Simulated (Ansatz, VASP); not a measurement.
## SiC in VASP and in Ansatz

```
CELL_PARAMETERS angstrom
2.61211 0.00000 0.00000
0.00000 2.61211 0.00000
0.00000 0.00000 2.61211
ATOMIC_POSITIONS crystal
Si 0.00000 0.00000 0.00000
C 0.50000 0.50000 0.50000
```

Measurements of this composition are mostly on another form, of space group No. 186.

Alike in both runs: task single point; functional LDA; k mesh 6 × 6 × 6; occupations gaussian, width 0.05 eV; no spin polarisation.

|  | VASP | Ansatz |
| --- | --- | --- |
| version | VASP 6.6.1 | Ansatz 0.2.0 |
| potentials or method | VASP PAW LDA potentials, release 64 (Si, C) | scalar-relativistic, plane waves, PAW |
| plane-wave cutoff (eV) | 520 | 420 |
| valence electrons in the cell | 8 | 8 |

```csv
,VASP,Ansatz,Ansatz less VASP
gap on the k mesh at the Fermi level (eV),none,none,-
pressure (GPa),-1.6,-2.1,-0.50
```

A gap of «none» marks a metal or a gap that the smearing closes.

Caveats: the k mesh is coarse (spacing up to 0.40 Å⁻¹), so the values aren't converged.
